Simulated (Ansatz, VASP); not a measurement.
**Two plane-wave programs on HfC**

The input INCAR:

```
SYSTEM = HfC
  PREC = Accurate
  ENCUT = 520
  EDIFF = 1E-7
  ISMEAR = -1
  SIGMA = 0.15
  LREAL = .False.
  LASPH = .True.
  NELM = 100
  ALGO = Normal
  ISIF = 2
  LWAVE = .False.
  LCHARG = .False.
  GGA = CA
  NBANDS = 14
```

File KPOINTS:

```
Automatic mesh
0
Gamma
  14 14 14
  0 0 0
```

POSCAR

```
HfC
1.0
    2.8527000000      0.0000000000      0.0000000000
    0.0000000000      2.8527000000      0.0000000000
    0.0000000000      0.0000000000      2.8527000000
Hf C
1 1
Direct
    0.0000000000      0.0000000000      0.0000000000
    0.5000000000      0.5000000000      0.5000000000
```

Input for Ansatz:

```yaml
crystal:
  lattice:
    - [2.8527, 0.0, 0.0]
    - [0.0, 2.8527, 0.0]
    - [0.0, 0.0, 2.8527]
  atoms:
    - { symbol: Hf, position: [0.0, 0.0, 0.0] }
    - { symbol: C, position: [0.5, 0.5, 0.5] }
basis:
  ecutwfc: 420
kpoints:
  mp_grid: { grid: [14, 14, 14] }
hamiltonian:
  xc: lda
scf:
  occupations: { method: fermi_dirac, width: 0.15 }
output:
  forces: true
  stress: true
  eigenvalues: true
```

Alike in both runs: task single point; functional LDA; k mesh 14 × 14 × 14; occupations fermi-dirac, width 0.15 eV; no spin polarisation.

|  | VASP | Ansatz |
| --- | --- | --- |
| version | VASP 6.6.1 | Ansatz 0.2.0 |
| potentials or method | VASP PAW LDA potentials, release 64 (Hf_pv, C) | scalar-relativistic, plane waves, PAW |
| plane-wave cutoff (eV) | 520 | 420 |
| valence electrons in the cell | 14 | 30 |

|  | VASP | Ansatz | Ansatz less VASP |
| --- | --- | --- | --- |
| gap on the k mesh at the Fermi level (eV) | none | none | - |
| pressure (GPa) | -2.3 | -1.7 | +0.55 |

A gap of «none» marks a metal or a gap that the smearing closes. The two sets of potentials don't hold the same shells in valence.

The runs have no spin-orbit coupling, so splittings on Hf are missing.
